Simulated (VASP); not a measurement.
# SnSe (Fm-3m) in VASP: a series of runs

The runs below take SnSe through single point, with HSE06.

Program: VASP 6.6.1. These are calculated values, not measurements. Logs are shortened: lines on timing, memory, paths and dates and some standing lists are left out, and cuts for length are marked.

**1. Starting point**

The structure is cubic, space group Fm-3m (No. 225). Conventional cell: a = 6.020 Å, b = 6.020 Å, c = 6.020 Å, α = 90.00°, β = 90.00°, γ = 90.00°. Sn (site symmetry m-3m) is surrounded by 6 Se at 3.01 Å. Se (site symmetry m-3m) has 6 Sn at 3.01 Å as nearest neighbours.

Measurements of this composition are mostly on another form, of space group No. 62.

**2. Single point, HSE06**

Input file POSCAR:

```
SnSe
1.0
    0.0000000000      3.0100000000      3.0100000000
    3.0100000000      0.0000000000      3.0100000000
    3.0100000000      3.0100000000      0.0000000000
Sn Se
1 1
Direct
    0.0000000000      0.0000000000      0.0000000000
    0.5000000000      0.5000000000      0.5000000000
```

Input file INCAR.step1:

```
SYSTEM = SnSe
PREC = Accurate
ENCUT = 350
EDIFF = 1E-5
ISMEAR = 0
SIGMA = 0.01
LREAL = .FALSE.
LASPH = .TRUE.
NELM = 100
ALGO = Normal
ISIF = 2
LWAVE = .TRUE.
LCHARG = .FALSE.
NKRED = 1
NBANDS = 18
GGA = PE
```

Input file INCAR.step2:

```
SYSTEM = SnSe
PREC = Accurate
ENCUT = 350
EDIFF = 1E-6
ISMEAR = 0
SIGMA = 0.01
LREAL = .FALSE.
LASPH = .TRUE.
NELM = 100
ALGO = Normal
ISIF = 2
LWAVE = .FALSE.
LCHARG = .FALSE.
GGA = PE
LHFCALC = .TRUE.
HFSCREEN = 0.2
PRECFOCK = Fast
NKRED = 1
NBANDS = 18
ISTART = 1
```

Input file KPOINTS:

```
regular mesh
0
G
  2 2 2
  0 0 0
```

Potentials or basis: VASP PAW PBE potentials, release 64 (Sn_d, Se).

Launch:

```bash
$ cat potpaw_PBE.64/Sn_d/POTCAR potpaw_PBE.64/Se/POTCAR > POTCAR
$ cp INCAR.step1 INCAR
$ mpirun -np 1 vasp_std > vasp.out
$ cp INCAR.step2 INCAR
$ mpirun -np 1 vasp_std > vasp.out
```

OUTCAR:

```text
SYSTEM = SnSe
   PREC = Accurate
   ENCUT = 350
   EDIFF = 1E-6
   ISMEAR = 0
   LREAL = .FALSE.
   LASPH = .TRUE.
   NELM = 100
   ISIF = 2
   GGA = PE
   LHFCALC = .TRUE.
   HFSCREEN = 0.2
   PRECFOCK = Fast
   NKRED = 1
   ISTART = 1

 Found      3 irreducible k-points:

 Following reciprocal coordinates:
            Coordinates               Weight
  0.000000  0.000000  0.000000      1.000000
  0.500000  0.000000  0.000000      4.000000
  0.500000  0.500000  0.000000      3.000000
   k-points           NKPTS =      3   k-points in BZ     NKDIM =      8   number of bands    NBANDS=     18
   number of dos      NEDOS =    301   number of ions     NIONS =      2
   total plane-waves  NPLWV =  21952
   dimension x,y,z NGX =    28 NGY =   28 NGZ =   28
   dimension x,y,z NGXF=    56 NGYF=   56 NGZF=   56
   ions per type =               1   1
   NGX,Y,Z   is equivalent  to a cutoff of  10.94, 10.94, 10.94 a.u.
   NGXF,Y,Z  is equivalent  to a cutoff of  21.87, 21.87, 21.87 a.u.
 SYSTEM =  SnSe
   PREC   = accura    normal or accurate (medium, high low for compatibility)
   ISTART =      1    job   : 0-new  1-cont  2-samecut
   ICHARG =      0    charge: 1-file 2-atom 10-const
   ISPIN  =      1    spin polarized calculation?
   LNONCOLLINEAR =      F non collinear calculations
   LSORBIT =      F    spin-orbit coupling
   LASPH  =      T    aspherical Exc in radial PAW
   ENCUT  =  350.0 eV  25.72 Ry    5.07 a.u.   6.49  6.49  6.49*2*pi/ulx,y,z
   NELM   =    100;   NELMIN=  2; NELMDL=  0     # of ELM steps
   EDIFF  = 0.1E-05   stopping-criterion for ELM
   LREAL  =      F    real-space projection
   EDIFFG = 0.1E-04   stopping-criterion for IOM
   NSW    =      0    number of steps for IOM
   IBRION =     -1    ionic relax: 0-MD 1-quasi-New 2-CG
   NFREE  =      0    steps in history (QN), initial steepest desc. (CG)
   ISIF   =      2    stress and relaxation
   ISYM   =      3    0-nonsym 1-usesym 2-fastsym
   POTIM  = 0.5000    time-step for ionic-motion
   TEBEG  =    0.0;   TEEND  =   0.0 temperature during run
   PSTRESS=    0.0 pullay stress
   NELECT =      20.0000    total number of electrons
   NUPDOWN=      -1.0000    fix difference up-down
   EMIN   =  10.00;   EMAX   =-10.00  energy-range for DOS
   EFERMI =   0.00;   METHOD = LEGACY
   ISMEAR =     0;   SIGMA  =   0.01  broadening in eV -4-tet -1-fermi 0-gaus
   EFERMI_NEDOS =   21; number of points for ismear=-14 and -15
   IALGO  =     38    algorithm
   IMIX   =      1    mixing-type and parameters
     AMIX     =   0.40;   BMIX     =  1.00
     AMIX_MAG =   1.60;   BMIX_MAG =  1.00
  volume/ion in A,a.u.               =      27.27       184.03
  Fermi-wavevector in a.u.,A,eV,Ry     =   1.171768  2.214321 18.681350  1.373040
  Thomas-Fermi vector in A             =   2.308207
   LORBIT       =      0    0 simple, 1 ext, 2 COOP (PROOUT), +10 PAW based schemes
   GGA     = PE    functional components
   LHFCALC =     T    Hartree Fock is set to
   PRECFOCK=fast      Normal, Fast or Accurate (Low or Medium for compatibility)
   ENCUT4O =  -1.0   cutoff for four orbital integrals eV
   NKREDX  =     1    reduce k-point grid by
   NKREDY  =     1    reduce k-point grid by
   NKREDZ  =     1    reduce k-point grid by
   AEXX    =    0.2500 exact exchange contribution
   HFSCREEN=    0.2000 screening length (either q_TF or 0.3 A-1)
   HFSCREENC=   0.2000 screening length for correlation (either q_TF or 0.3 A-1)
   ENCUTFOCK=  -1.0 apply spherical cutoff to Coloumb kernel
   IVDW    =     0    specifies the selected vdW correction
   LEPSILON=     F    determine dielectric tensor
   LRPA    =     F    only Hartree local field effects (RPA)
 non-spin polarized calculation
 Gauss-broadening in eV      SIGMA  =   0.01
  energy-cutoff  :      350.00
  volume of cell :       54.54
 maximum number of plane-waves:       869
 NGX is ok and might be reduce to    28
  NGX = 14; NGY = 14; NGZ = 14

 number of electron      19.9999997 magnetization

 Free energy of the ion-electron system (eV)
  ---------------------------------------------------
  ext. energy  EPLUGINS =         0.00000000
  ---------------------------------------------------
  free energy    TOTEN  =        -8.77321326 eV

  energy without entropy =       -8.77321326  energy(sigma->0) =       -8.77321326

 E-fermi :   5.2178     XC(G=0):  -8.0687

 val. band max:        5.1572515299   @ k =   0.5000   0.0000   0.0000
 cond. band min:       6.3348457228   @ k =   0.5000   0.0000   0.0000
 fundamental gap:      1.1775941930
 Fermi energy:         5.2178280963

 k-point     1 :       0.0000    0.0000    0.0000
  band No.  band energies     occupation
      1     -19.1279      2.00000
      2     -19.1279      2.00000
      3     -19.1172      2.00000
      4     -19.1172      2.00000
      5     -19.1172      2.00000
      6     -10.0678      2.00000
[... 10 lines left out ...]
     17      14.0947      0.00000
     18      14.1654      0.00000

 k-point     2 :       0.5000    0.0000    0.0000
  band No.  band energies     occupation
      1     -19.1363      2.00000
      2     -19.1363      2.00000
      3     -19.1142      2.00000
      4     -19.1038      2.00000
      5     -19.1037      2.00000
      6      -9.0175      2.00000
[... 10 lines left out ...]
     17      16.4063      0.00000
     18      17.2724      0.00000

 k-point     3 :       0.5000    0.5000    0.0000
  band No.  band energies     occupation
      1     -19.1573      2.00000
      2     -19.1244      2.00000
      3     -19.1199      2.00000
      4     -19.0968      2.00000
      5     -19.0968      2.00000
      6      -8.7331      2.00000
[... 10 lines left out ...]
     17      18.9124      0.00000
     18      18.9140      0.00000

------------------------ aborting loop because EDIFF is reached ----------------------------------------

  FORCE on cell =-STRESS in cart. coord.  units (eV):
  Direction    XX          YY          ZZ          XY          YZ          ZX
  --------------------------------------------------------------------------------------
  -------------------------------------------------------------------------------------
  Total       -1.4086734     -1.4086734     -1.4086734     -0.0000000     -0.0000000      0.0000000
  in kB      -41.3800897    -41.3800897    -41.3800897     -0.0000000     -0.0000000      0.0000000
  external PRESSURE =     -41.3800897 kB  Pullay stress =       0.0000000 kB

 VOLUME and BASIS-vectors are now :
 -----------------------------------------------------------------------------
  energy-cutoff  :      350.00
  volume of cell :       54.54
      direct lattice vectors                 reciprocal lattice vectors
     0.000000000  3.010000000  3.010000000    -0.166112957  0.166112957  0.166112957
     3.010000000  0.000000000  3.010000000     0.166112957 -0.166112957  0.166112957
     3.010000000  3.010000000  0.000000000     0.166112957  0.166112957 -0.166112957

 POSITION                                       TOTAL-FORCE (eV/Angst)
 -----------------------------------------------------------------------------------
      0.00000      0.00000      0.00000        -0.000000     -0.000000     -0.000000
      3.01000      3.01000      3.01000         0.000000      0.000000      0.000000
 -----------------------------------------------------------------------------------
    total drift:                               -0.000001     -0.000004     -0.000010

  FREE ENERGIE OF THE ION-ELECTRON SYSTEM (eV)
  ---------------------------------------------------
  free  energy   TOTEN  =        -8.7732132603 eV

  energy  without entropy=       -8.7732132603  energy(sigma->0) =       -8.77321326
```

Run time: 28 s. Hardware: 1 thread of AMD EPYC 7R43 (Zen 3), shared host; peak memory 0.22 GiB.

These settings aren't checked as converged: the numbers below hold their error.

What came out:

```
Free energy            : -8.7732 eV
Pressure               : -4.1 GPa
Band gap on the k mesh : 1.18 eV, direct
```

Caveat: the k mesh is coarse (spacing up to 0.90 Å⁻¹), so the values aren't converged, least of all with exact exchange; the PAW data sets were made with another functional, which shifts forces and pressure a little; spin-orbit coupling is left out, which moves the levels of the heavy elements.

**3. Single point, HSE06**

POSCAR is that of step 2.

Changes to INCAR.step1 since step 2:

```diff
@@ -2,3 +2,3 @@
 PREC = Accurate
-ENCUT = 350
+ENCUT = 500
 EDIFF = 1E-5
```

Changes to INCAR.step2 since step 2:

```diff
@@ -2,3 +2,3 @@
 PREC = Accurate
-ENCUT = 350
+ENCUT = 500
 EDIFF = 1E-6
```

KPOINTS is that of step 2.

Potentials or basis: VASP PAW PBE potentials, release 64 (Sn_d, Se).

Launch:

```bash
$ cat potpaw_PBE.64/Sn_d/POTCAR potpaw_PBE.64/Se/POTCAR > POTCAR
$ cp INCAR.step1 INCAR
$ mpirun -np 1 vasp_std > vasp.out
$ cp INCAR.step2 INCAR
$ mpirun -np 1 vasp_std > vasp.out
```

OUTCAR:

```text
SYSTEM = SnSe
   PREC = Accurate
   ENCUT = 500
   EDIFF = 1E-6
   ISMEAR = 0
   LREAL = .FALSE.
   LASPH = .TRUE.
   NELM = 100
   ISIF = 2
   GGA = PE
   LHFCALC = .TRUE.
   HFSCREEN = 0.2
   PRECFOCK = Fast
   NKRED = 1
   ISTART = 1

 Found      3 irreducible k-points:

 Following reciprocal coordinates:
            Coordinates               Weight
  0.000000  0.000000  0.000000      1.000000
  0.500000  0.000000  0.000000      4.000000
  0.500000  0.500000  0.000000      3.000000
   k-points           NKPTS =      3   k-points in BZ     NKDIM =      8   number of bands    NBANDS=     18
   number of dos      NEDOS =    301   number of ions     NIONS =      2
   total plane-waves  NPLWV =  32768
   dimension x,y,z NGX =    32 NGY =   32 NGZ =   32
   dimension x,y,z NGXF=    64 NGYF=   64 NGZF=   64
   ions per type =               1   1
   NGX,Y,Z   is equivalent  to a cutoff of  12.50, 12.50, 12.50 a.u.
   NGXF,Y,Z  is equivalent  to a cutoff of  24.99, 24.99, 24.99 a.u.
 SYSTEM =  SnSe
   PREC   = accura    normal or accurate (medium, high low for compatibility)
   ISTART =      1    job   : 0-new  1-cont  2-samecut
   ICHARG =      0    charge: 1-file 2-atom 10-const
   ISPIN  =      1    spin polarized calculation?
   LNONCOLLINEAR =      F non collinear calculations
   LSORBIT =      F    spin-orbit coupling
   LASPH  =      T    aspherical Exc in radial PAW
   ENCUT  =  500.0 eV  36.75 Ry    6.06 a.u.   7.76  7.76  7.76*2*pi/ulx,y,z
   NELM   =    100;   NELMIN=  2; NELMDL=  0     # of ELM steps
   EDIFF  = 0.1E-05   stopping-criterion for ELM
   LREAL  =      F    real-space projection
   EDIFFG = 0.1E-04   stopping-criterion for IOM
   NSW    =      0    number of steps for IOM
   IBRION =     -1    ionic relax: 0-MD 1-quasi-New 2-CG
   NFREE  =      0    steps in history (QN), initial steepest desc. (CG)
   ISIF   =      2    stress and relaxation
   ISYM   =      3    0-nonsym 1-usesym 2-fastsym
   POTIM  = 0.5000    time-step for ionic-motion
   TEBEG  =    0.0;   TEEND  =   0.0 temperature during run
   PSTRESS=    0.0 pullay stress
   NELECT =      20.0000    total number of electrons
   NUPDOWN=      -1.0000    fix difference up-down
   EMIN   =  10.00;   EMAX   =-10.00  energy-range for DOS
   EFERMI =   0.00;   METHOD = LEGACY
   ISMEAR =     0;   SIGMA  =   0.01  broadening in eV -4-tet -1-fermi 0-gaus
   EFERMI_NEDOS =   21; number of points for ismear=-14 and -15
   IALGO  =     38    algorithm
   IMIX   =      1    mixing-type and parameters
     AMIX     =   0.40;   BMIX     =  1.00
     AMIX_MAG =   1.60;   BMIX_MAG =  1.00
  volume/ion in A,a.u.               =      27.27       184.03
  Fermi-wavevector in a.u.,A,eV,Ry     =   1.171768  2.214321 18.681350  1.373040
  Thomas-Fermi vector in A             =   2.308207
   LORBIT       =      0    0 simple, 1 ext, 2 COOP (PROOUT), +10 PAW based schemes
   GGA     = PE    functional components
   LHFCALC =     T    Hartree Fock is set to
   PRECFOCK=fast      Normal, Fast or Accurate (Low or Medium for compatibility)
   ENCUT4O =  -1.0   cutoff for four orbital integrals eV
   NKREDX  =     1    reduce k-point grid by
   NKREDY  =     1    reduce k-point grid by
   NKREDZ  =     1    reduce k-point grid by
   AEXX    =    0.2500 exact exchange contribution
   HFSCREEN=    0.2000 screening length (either q_TF or 0.3 A-1)
   HFSCREENC=   0.2000 screening length for correlation (either q_TF or 0.3 A-1)
   ENCUTFOCK=  -1.0 apply spherical cutoff to Coloumb kernel
   IVDW    =     0    specifies the selected vdW correction
   LEPSILON=     F    determine dielectric tensor
   LRPA    =     F    only Hartree local field effects (RPA)
 non-spin polarized calculation
 Gauss-broadening in eV      SIGMA  =   0.01
  energy-cutoff  :      500.00
  volume of cell :       54.54
 maximum number of plane-waves:      1411
 NGX is ok and might be reduce to    32
  NGX = 18; NGY = 18; NGZ = 18

 number of electron      20.0000006 magnetization

 Free energy of the ion-electron system (eV)
  ---------------------------------------------------
  ext. energy  EPLUGINS =         0.00000000
  ---------------------------------------------------
  free energy    TOTEN  =        -8.77961728 eV

  energy without entropy =       -8.77961728  energy(sigma->0) =       -8.77961728

 E-fermi :   5.2139     XC(G=0):  -8.0686

 val. band max:        5.1574066330   @ k =   0.5000   0.0000   0.0000
 cond. band min:       6.3355633276   @ k =   0.5000   0.0000   0.0000
 fundamental gap:      1.1781566946
 Fermi energy:         5.2139178249

 k-point     1 :       0.0000    0.0000    0.0000
  band No.  band energies     occupation
      1     -19.1366      2.00000
      2     -19.1366      2.00000
      3     -19.1259      2.00000
      4     -19.1259      2.00000
      5     -19.1259      2.00000
      6     -10.0677      2.00000
[... 10 lines left out ...]
     17      14.0986      0.00000
     18      14.1646      0.00000

 k-point     2 :       0.5000    0.0000    0.0000
  band No.  band energies     occupation
      1     -19.1455      2.00000
      2     -19.1455      2.00000
      3     -19.1234      2.00000
      4     -19.1132      2.00000
      5     -19.1132      2.00000
      6      -9.0176      2.00000
[... 10 lines left out ...]
     17      16.4064      0.00000
     18      17.2713      0.00000

 k-point     3 :       0.5000    0.5000    0.0000
  band No.  band energies     occupation
      1     -19.1665      2.00000
      2     -19.1332      2.00000
      3     -19.1293      2.00000
      4     -19.1064      2.00000
      5     -19.1064      2.00000
      6      -8.7332      2.00000
[... 10 lines left out ...]
     17      18.9121      0.00000
     18      18.9130      0.00000

------------------------ aborting loop because EDIFF is reached ----------------------------------------

  FORCE on cell =-STRESS in cart. coord.  units (eV):
  Direction    XX          YY          ZZ          XY          YZ          ZX
  --------------------------------------------------------------------------------------
  -------------------------------------------------------------------------------------
  Total       -1.3328180     -1.3328180     -1.3328180     -0.0000000      0.0000000      0.0000000
  in kB      -39.1518190    -39.1518190    -39.1518190     -0.0000000      0.0000000      0.0000000
  external PRESSURE =     -39.1518190 kB  Pullay stress =       0.0000000 kB

 VOLUME and BASIS-vectors are now :
 -----------------------------------------------------------------------------
  energy-cutoff  :      500.00
  volume of cell :       54.54
      direct lattice vectors                 reciprocal lattice vectors
     0.000000000  3.010000000  3.010000000    -0.166112957  0.166112957  0.166112957
     3.010000000  0.000000000  3.010000000     0.166112957 -0.166112957  0.166112957
     3.010000000  3.010000000  0.000000000     0.166112957  0.166112957 -0.166112957

 POSITION                                       TOTAL-FORCE (eV/Angst)
 -----------------------------------------------------------------------------------
      0.00000      0.00000      0.00000        -0.000000     -0.000000     -0.000000
      3.01000      3.01000      3.01000         0.000000      0.000000      0.000000
 -----------------------------------------------------------------------------------
    total drift:                                0.000007      0.000009      0.000006

  FREE ENERGIE OF THE ION-ELECTRON SYSTEM (eV)
  ---------------------------------------------------
  free  energy   TOTEN  =        -8.7796172798 eV

  energy  without entropy=       -8.7796172798  energy(sigma->0) =       -8.77961728
```

Run time: 30 s. Hardware: 1 thread of AMD EPYC 7R43 (Zen 3), shared host; peak memory 0.24 GiB.

These settings aren't checked as converged: the numbers below hold their error.

Results:

| Item | Value |
| --- | --- |
| Free energy | -8.7796 eV |
| Pressure | -3.9 GPa |
| Band gap on the k mesh | 1.18 eV, direct |

Caveat: the k mesh is coarse (spacing up to 0.90 Å⁻¹), so the values aren't converged, least of all with exact exchange; the PAW data sets were made with another functional, which shifts forces and pressure a little; spin-orbit coupling is left out, which moves the levels of the heavy elements.

**4. Single point, HSE06**

POSCAR is that of step 3.

Changes to INCAR.step1 since step 3:

```diff
@@ -2,3 +2,3 @@
 PREC = Accurate
-ENCUT = 500
+ENCUT = 350
 EDIFF = 1E-5
@@ -13,3 +13,3 @@
 LCHARG = .FALSE.
-NKRED = 1
+NKRED = 3
 NBANDS = 18
```

Changes to INCAR.step2 since step 3:

```diff
@@ -2,3 +2,3 @@
 PREC = Accurate
-ENCUT = 500
+ENCUT = 350
 EDIFF = 1E-6
@@ -17,3 +17,3 @@
 PRECFOCK = Fast
-NKRED = 1
+NKRED = 3
 NBANDS = 18
```

Input file KPOINTS:

```
regular mesh
0
G
  3 3 3
  0 0 0
```

Launch:

```bash
$ cat potpaw_PBE.64/Sn_d/POTCAR potpaw_PBE.64/Se/POTCAR > POTCAR
$ cp INCAR.step1 INCAR
$ mpirun -np 1 vasp_std > vasp.out
$ cp INCAR.step2 INCAR
$ mpirun -np 1 vasp_std > vasp.out
```

Wall time 21 s (1 thread of AMD EPYC 7R43 (Zen 3), shared host); peak memory 0.22 GiB.

The run converged, but some of its settings lie outside the range that counts as converged, so its numbers aren't taken as properties of the crystal.

Results:

| Quantity | Value |
| --- | --- |
| Free energy | -12.3877 eV |
| Pressure | -7.4 GPa |

Caveat: the k mesh is coarse (spacing up to 0.60 Å⁻¹), so the values aren't converged, least of all with exact exchange; this odd mesh misses L, where the gap lies, so gap, dielectric constants and Born charges aren't listed; the PAW data sets were made with another functional, which shifts forces and pressure a little.

(Part 1 of 2 ends here.)
